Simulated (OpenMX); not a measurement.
# Re (P6_3/mmc) in OpenMX: notebook, part 2 of 2

OpenMX 3.8.5.

## Step 3: Single point, PBE

This run uses another cell than the first one, of 13.54 Å³/atom, 1.045 times its volume.

Re.dat

```
System.CurrrentDirectory             ./
System.Name                          Re
DATA.PATH                            ./DFT_DATA13
level.of.stdout                      1
level.of.fileout                     0
Species.Number                       1
<Definition.of.Atomic.Species
  Re  Re7.0-s3p2d2f1         Re_PBE13
Definition.of.Atomic.Species>

Atoms.Number                         2
Atoms.SpeciesAndCoordinates.Unit     FRAC
<Atoms.SpeciesAndCoordinates
    1  Re    0.6666666667    0.3333333333    0.7500000000   7.500  7.500
    2  Re    0.3333333333    0.6666666667    0.2500000000   7.500  7.500
Atoms.SpeciesAndCoordinates>

Atoms.UnitVectors.Unit               Ang
<Atoms.UnitVectors
     2.6851232314    0.0000000000    0.0000000000
    -1.3425616157    2.3253849307    0.0000000000
     0.0000000000    0.0000000000    4.3359955050
Atoms.UnitVectors>

scf.XcType                           GGA-PBE
scf.SpinPolarization                 off
scf.ElectronicTemperature            580.226
scf.energycutoff                     400.0
scf.maxIter                          100
scf.EigenvalueSolver                 band
scf.Kgrid                            9 9 5
scf.Mixing.Type                      rmm-diisk
scf.Init.Mixing.Weight               0.05
scf.Min.Mixing.Weight                0.001
scf.Max.Mixing.Weight                0.3
scf.Mixing.History                   25
scf.Mixing.StartPulay                8
scf.criterion                        1.0e-8
scf.stress.tensor                    on
MD.Type                              nomd
```

Potentials or basis: OpenMX 2013 PBE set, Re7.0-s3p2d2f1, grid cutoff 400 Ry.

Command:

```console
> openmx Re.dat -nt 1 > Re.std
```

Re.out:

```text
Required cutoff energy (Ryd) for 3D-grids = 400.0000
      Used cutoff energy (Ryd) for 3D-grids = 400.7084, 400.7084, 428.6590
  Num. of grids of a-, b-, and c-axes = 28, 28, 54

  Num.Grid1.    28
  Num.Grid2.    28
  Num.Grid3.    54

  Cell_Volume =    182.702464836097 (Bohr^3)
  GridVol     =      0.004315534411 (Bohr^3)
  Cell vectors (bohr) of the grid cell (gtv)
    gtv_a =  0.181219541175,  0.000000000000,  0.000000000000
    gtv_b = -0.090609770588,  0.156940726321,  0.000000000000
    gtv_c =  0.000000000000,  0.000000000000,  0.151737840596
    |gtv_a| =  0.181219541175
    |gtv_b| =  0.181219541176
    |gtv_c| =  0.151737840596

***********************************************************

***********************************************************
                  SCF history at MD= 1
***********************************************************

   SCF=   1  NormRD=  1.000000000000  Uele= -38.747630340360
   SCF=   2  NormRD=  0.796049310048  Uele= -38.800201120869
   SCF=   3  NormRD=  0.663394289141  Uele= -38.916467274834
   SCF=   4  NormRD=  0.421574502397  Uele= -39.126551438267
   SCF=   5  NormRD=  0.270629651227  Uele= -39.254261740481
   SCF=   6  NormRD=  0.175871586399  Uele= -39.331852213991
   SCF=   7  NormRD=  0.115775416044  Uele= -39.379035758494
   SCF=   8  NormRD=  0.077185986644  Uele= -39.407774317784
   SCF=   9  NormRD=  0.005531497479  Uele= -39.453988768276
   SCF=  10  NormRD=  0.000203786079  Uele= -39.453376883688
   SCF=  11  NormRD=  0.000032307994  Uele= -39.453373611872
   SCF=  12  NormRD=  0.000002799617  Uele= -39.453367018965
   SCF=  13  NormRD=  0.000000095078  Uele= -39.453366170924
   SCF=  14  NormRD=  0.000000116576  Uele= -39.453366164373

***********************************************************
[... 181 lines left out ...]
  dxy         1   -0.001940387 -0.001940387  -0.003880774   0.000000000
  dxz         1    0.000763572  0.000763572   0.001527145   0.000000000
  dyz         1    0.000738689  0.000738689   0.001477377   0.000000000
   sum over m     -0.005723978 -0.005723978  -0.011447956   0.000000000
   sum over m+mul  2.652202141  2.652202141   5.304404282   0.000000000
  f5z^2-3r^2  0    0.027594097  0.027594097   0.055188194   0.000000000
  f5xz^2-xr^2 0    0.010901681  0.010901681   0.021803361   0.000000000
  f5yz^2-yr^2 0    0.010914167  0.010914167   0.021828334   0.000000000
  fzx^2-zy^2  0    0.021980462  0.021980462   0.043960925   0.000000000
  fxyz        0    0.021999595  0.021999595   0.043999191   0.000000000
  fx^3-3*xy^2 0    0.007978872  0.007978872   0.015957745   0.000000000
  f3yx^2-y^3  0    0.026326727  0.026326727   0.052653455   0.000000000
   sum over m      0.127695602  0.127695602   0.255391205   0.000000000
   sum over m+mul  0.127695602  0.127695602   0.255391205   0.000000000

    2   Re          Up spin      Down spin     Sum           Diff
            multiple
  s           0    1.002096913  1.002096913   2.004193826   0.000000000
   sum over m      1.002096913  1.002096913   2.004193826   0.000000000
  s           1    0.328030727  0.328030727   0.656061454   0.000000000
   sum over m      0.328030727  0.328030727   0.656061454   0.000000000
  s           2    0.005479713  0.005479713   0.010959427   0.000000000
   sum over m      0.005479713  0.005479713   0.010959427   0.000000000
   sum over m+mul  1.335607353  1.335607353   2.671214706   0.000000000
  px          0    0.997492202  0.997492202   1.994984403   0.000000000
  py          0    0.997477015  0.997477015   1.994954030   0.000000000
  pz          0    0.997843123  0.997843123   1.995686245   0.000000000
   sum over m      2.992812339  2.992812339   5.985624678   0.000000000
  px          1    0.128535256  0.128535256   0.257070513   0.000000000
  py          1    0.128565667  0.128565667   0.257131334   0.000000000
  pz          1    0.134581626  0.134581626   0.269163252   0.000000000
   sum over m      0.391682550  0.391682550   0.783365099   0.000000000
   sum over m+mul  3.384494889  3.384494889   6.768989778   0.000000000
  d3z^2-r^2   0    0.534941231  0.534941231   1.069882463   0.000000000
  dx^2-y^2    0    0.534892066  0.534892066   1.069784132   0.000000000
  dxy         0    0.535600020  0.535600020   1.071200041   0.000000000
  dxz         0    0.526233729  0.526233729   1.052467457   0.000000000
  dyz         0    0.526259106  0.526259106   1.052518212   0.000000000
   sum over m      2.657926153  2.657926153   5.315852305   0.000000000
  d3z^2-r^2   1   -0.003273349 -0.003273349  -0.006546698   0.000000000
  dx^2-y^2    1   -0.002012503 -0.002012503  -0.004025007   0.000000000
  dxy         1   -0.001940387 -0.001940387  -0.003880774   0.000000000
  dxz         1    0.000763573  0.000763573   0.001527145   0.000000000
  dyz         1    0.000738689  0.000738689   0.001477378   0.000000000
   sum over m     -0.005723978 -0.005723978  -0.011447956   0.000000000
   sum over m+mul  2.652202175  2.652202175   5.304404349   0.000000000
  f5z^2-3r^2  0    0.027594097  0.027594097   0.055188194   0.000000000
  f5xz^2-xr^2 0    0.010901681  0.010901681   0.021803361   0.000000000
  f5yz^2-yr^2 0    0.010914167  0.010914167   0.021828334   0.000000000
  fzx^2-zy^2  0    0.021980463  0.021980463   0.043960925   0.000000000
  fxyz        0    0.021999595  0.021999595   0.043999191   0.000000000
  fx^3-3*xy^2 0    0.007978873  0.007978873   0.015957745   0.000000000
  f3yx^2-y^3  0    0.026326728  0.026326728   0.052653455   0.000000000
   sum over m      0.127695603  0.127695603   0.255391206   0.000000000
   sum over m+mul  0.127695603  0.127695603   0.255391206   0.000000000

***********************************************************
       xyz-coordinates (Ang) and forces (Hartree/Bohr)
***********************************************************

<coordinates.forces
  2
    1    Re     1.34256   0.77513   3.25200   0.000102999701  0.000970983535  0.000000024512
    2    Re    -0.00000   1.55026   1.08400  -0.000102999702 -0.000970983535 -0.000000024512
coordinates.forces>

***********************************************************
       Fractional coordinates of the final structure
***********************************************************

     1     Re     0.66666666670000   0.33333333330000   0.75000000000000
     2     Re     0.33333333330000   0.66666666670000   0.25000000000000
```

Re.std:

```text
*******************************************************
 Welcome to OpenMX   Ver. 3.8.5
 Copyright (C), 2002-2014, T. Ozaki
 OpenMX comes with ABSOLUTELY NO WARRANTY.
 This is free software, and you are welcome to
 redistribute it under the constitution of the GNU-GPL.
*******************************************************
[... 210 lines left out ...]
  Uzs   =       0.000000000000
  Uzo   =       0.000000000000
  Uef   =       0.000000000000
  UvdW  =       0.000000000000
  Utot  =    -166.318800057703

*******************************************************
             MD or geometry opt. at MD = 1
*******************************************************

outputting data on grids to files...

The calculation was normally finished.
```

Wall time 6.9 min (1 thread of AMD EPYC, shared host); peak memory 0.87 GiB.

Results:

```
Free energy            : -4525.7813 eV
Pressure               : 45.5 GPa
Largest force          : 0.050 eV/Å
Band gap on the k mesh : none (metal or under the smearing width)
```

Forces on the atoms (eV/Å):
```
Re   0.005  0.050  0.000
Re  -0.005 -0.050  0.000
```

Caveat: the basis of atomic orbitals isn't converged, which shifts pressures, moduli and gaps. Spin-orbit coupling is left out, which matters for the levels of Re.

## Step 4: Single point, PBE

This run uses another cell than the first one, of 14.13 Å³/atom, 1.091 times its volume.

Changes to Re.dat since step 3:

```diff
@@ -19,5 +19,5 @@
 <Atoms.UnitVectors
-     2.6851232314    0.0000000000    0.0000000000
-    -1.3425616157    2.3253849307    0.0000000000
-     0.0000000000    0.0000000000    4.3359955050
+     2.7234873179    0.0000000000    0.0000000000
+    -1.3617436590    2.3586092042    0.0000000000
+     0.0000000000    0.0000000000    4.3979466679
 Atoms.UnitVectors>
```

Command:

```console
> openmx Re.dat -nt 1 > Re.std
```

Run time: 7 min. Hardware: 1 thread of AMD EPYC, shared host; peak memory 0.85 GiB.

Results (log left out):

```
Free energy            : -4526.0307 eV
Pressure               : 23.4 GPa
Largest force          : 0.046 eV/Å
Band gap on the k mesh : none (metal or under the smearing width)
```

Forces in eV/Å, atoms in the order of the input:
```
Re   0.006  0.046  0.000
Re  -0.006 -0.046  0.000
```

Levels at points of the mesh, in eV from the Fermi level:
| k point | band 13 | band 14 | band 15 | band 16 | band 17 | band 18 |
| --- | --- | --- | --- | --- | --- | --- |
| (0.00, 0.00, 0.00) | -1.59 | -0.70 | -0.68 | 0.27 | 0.27 | 0.74 |

Caveat: the basis of atomic orbitals isn't converged, which shifts pressures, moduli and gaps. Spin-orbit coupling is left out, which matters for the levels of Re.

## Step 5: The runs side by side

| cell | gap on the mesh (eV) | pressure (GPa) | largest force (eV/Å) |
| --- | --- | --- | --- |
| P6_3/mmc, 12.95 Å³/atom | none | 72.9 | 0.05 |
| P6_3/mmc, 13.54 Å³/atom | none | 45.5 | 0.05 |
| P6_3/mmc, 14.13 Å³/atom | none | 23.4 | 0.05 |

Alike in all rows: task single point; level PBE; potentials or basis OpenMX 2013 PBE set, Re7.0-s3p2d2f1, grid cutoff 400 Ry; no spin polarisation; k mesh 9 × 9 × 5; smearing fermi-dirac 0.05 eV.

Caveats: the basis of atomic orbitals isn't converged, which shifts pressures, moduli and gaps; the cell as given lies far from equilibrium (some runs).

Absolute energies hang on the potentials; compare differences alone.
